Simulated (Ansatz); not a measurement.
The system is BaTiO3.

```
CELL_PARAMETERS angstrom
3.99980 0.00000 0.00000
0.00000 3.99980 0.00000
0.00000 0.00000 4.01800
ATOMIC_POSITIONS crystal
Ba 0.00000 0.00000 0.00000
Ti 0.50000 0.50000 0.49000
O 0.00000 0.50000 0.51700
O 0.50000 0.00000 0.51700
O 0.50000 0.50000 0.01900
```

```yaml
Program: Ansatz 0.2.0
Task: relaxation of cell and atoms
Functional: RPBE
Potentials_or_basis: Ansatz PAW
Cutoff: "420 eV (not typed: the program's choice for these potentials)"
k_mesh: 7 × 7 × 7
Occupations: fermi-dirac, width 0.05 eV
Spin: no spin polarisation
```

At the start: volume 12.86 Å³/atom.

How do energy, volume and symmetry change on relaxing?

It ends after 20 steps and the volume is 14.12 Å³/atom (+9.8 %); space group P4mm (No. 99, to 0.05 Å).

Step by step:
| step | energy change (eV) | largest force (eV/Å) | volume (Å³) |
| --- | --- | --- | --- |
| 1 | 0.0000 | 0.2918 | 64.28 |
| 2 | -0.0523 | 0.5108 | 67.26 |
| 3 | -0.0560 | 0.4199 | 67.21 |
| 4 | -0.0634 | 0.3938 | 67.17 |
| 5 | -0.0838 | 0.3422 | 67.79 |
| 6 | -0.1042 | 0.0948 | 68.63 |
| 7 | -0.1047 | 0.0259 | 68.88 |
| 8 | -0.1047 | 0.0144 | 68.91 |
| 9 | -0.1047 | 0.0009 | 68.93 |
| 10 | -0.1321 | 0.0050 | 68.93 |
| 11 | -0.1319 | 0.1348 | 70.33 |
| 12 | -0.1344 | 0.0289 | 70.19 |
| 13 | -0.1344 | 0.0151 | 70.18 |
| 14 | -0.1344 | 0.0005 | 70.20 |
| 15 | -0.1395 | 0.0010 | 70.20 |
| 16 | -0.1393 | 0.0090 | 70.42 |
| 17 | -0.1391 | 0.0019 | 70.52 |
| 18 | -0.1399 | 0.0017 | 70.52 |
| 19 | -0.1397 | 0.0011 | 70.59 |
| 20 | -0.1399 | 0.0011 | 70.59 |

Final structure:
```
Ba Ti O
1.0
     3.98714    0.00000    0.00000
     0.00000    3.98714    0.00000
     0.00000    0.00000    4.44025
Ba Ti O
1 1 3
Direct
  0.00000 0.00000 0.97128
  0.50000 0.50000 0.46143
  0.00000 0.50000 0.52606
  0.50000 0.00000 0.52606
  0.50000 0.50000 0.05818
```

Caveat: the plane-wave basis is chosen anew once the cell has moved, so the energies of steps on either side of that aren't comparable; the pressure holds a Pulay correction of +0.4 GPa for the finite cutoff; the PAW data sets come from PBE, with cores solved anew for the run's functional, which leaves a small shift of forces and pressure.
